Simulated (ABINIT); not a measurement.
Runs of ABINIT 10.8.3 (patched build) on Al2Pt. It takes space group Fm-3m (No. 225, cubic). The conventional cell has a = 5.910 Å, b = 5.910 Å, c = 5.910 Å, α = 90.00°, β = 90.00°, γ = 90.00°. Pt (site symmetry m-3m) has 8 Al at 2.56 Å as nearest neighbours. Al (site symmetry -43m) has 4 Pt at 2.56 Å as nearest neighbours. 

| task | level | potentials or basis | cutoff (eV) | fine-grid cutoff | gap on the mesh (eV) | pressure (GPa) | V0 of scaled cells (Å³/atom) | B0 (GPa) |
| --- | --- | --- | --- | --- | --- | --- | --- | --- |
| equation of state | r2SCAN | JTH PAW PBE v2.0 | 517 | 1034.03 eV | - | - | 17.18 | 139 |
| single point | PBE | JTH PAW PBE v2.0 | 435 | 870.764 eV | none | 2.4 | - | - |
| equation of state | PBEsol | PseudoDojo NC SR PBEsol v0.4.1 standard | 1143 | - | - | - | (c) | 139 |
| equation of state | LDA | JTH PAW LDA v2.0 | 435 | 870.764 eV | - | - | 16.70 | 146 |
| equation of state | PBEsol | JTH PAW PBE v2.0 | 435 | 870.764 eV | - | - | 17.13 | 139 |
| single point | PBEsol | PseudoDojo NC SR PBEsol v0.4.1 standard | 1143 | - | none | (a) | - | - |
| single point | PBE | SG15 NC PBE v1.2 | 952 | - | none | 2.4 | - | - |
| equation of state | PBE | JTH PAW PBE v2.0 | 435 | 870.764 eV | - | - | 17.52 | (b) |

Alike in all rows: no spin polarisation; cell as given; k mesh 8 × 8 × 8; smearing fermi-dirac 0.05 eV.

Q: Estimate the missing entries.

A: (a) -1.0; (b) 130; (c) 17.08.

Caveats: pressures at fixed basis lie under the slope of the energies (some runs); the PAW data sets were made with another functional, which shifts forces and pressure a little (some runs).

A k mesh can miss the band edges, and the runs leave out spin-orbit coupling on Pt.

A gap of «none» marks a metal or a gap under the smearing width.

Not every run made on this cell is shown here.
